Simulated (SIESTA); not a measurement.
## BP under changes of volume

One of the cells (11.915 Å³/atom); the others are scaled copies at fixed shape and fractional positions:

```xyz
2
Lattice="0.0000 2.2840 2.2840 2.2840 0.0000 2.2840 2.2840 2.2840 0.0000" Properties=species:S:1:pos:R:3 pbc="T T T"
P     3.4260    3.4260    3.4260
B     0.0000    0.0000    0.0000
```

```yaml
Program: SIESTA 5.4.2
Functional: PBE
Potentials_or_basis: PseudoDojo 0.4 standard (PBE files)
Basis: DZP (energy shift 0.002 Ry)
Grid_cutoff: 500 Ry
Energy_shift: 0.002 Ry
k_mesh: 10 × 10 × 10
Occupations: fermi-dirac, width 0.05 eV
Spin: no spin polarisation
```

| volume (Å³/atom) | energy over the lowest point (meV/atom) | pressure (GPa) | gap on the mesh (eV) |
| --- | --- | --- | --- |
| 10.981 | 48.34 | 16.4 | 1.22 |
| 11.214 | ? | ? | ? |
| 11.448 | 13.05 | 8.0 | 1.27 |
| 11.915 | 0.00 | 1.1 | 1.31 |
| 12.149 | 0.65 | -2.0 | 1.34 |
| 12.383 | 5.53 | -4.7 | 1.36 |

**Question.** What does the run at 11.214 Å³/atom give?

**Answer.** Energy over the lowest point 27.63 meV/atom; pressure 12.1 GPa; gap on the mesh 1.24 eV.

Worked out: A Birch-Murnaghan fit of order 3 (a polynomial in V^(-2/3)) to the other rows has its minimum at 12.00 Å³/atom with B0 = V·E''(V) = 158 GPa and B' = 3.6. It gives 27.69 meV/atom at 11.214 Å³/atom, against the run's 27.63, and -dE/dV = 12.1 GPa, against 12.1. A straight line through the other rows of the gap, of slope 1.16 eV per unit of ln V, gives 1.24 eV, against the run's 1.24.

Energies are extrapolated to zero smearing.

Caveats: the basis of atomic orbitals isn't converged, which shifts pressures, moduli and gaps.

A mesh can miss the band edges.
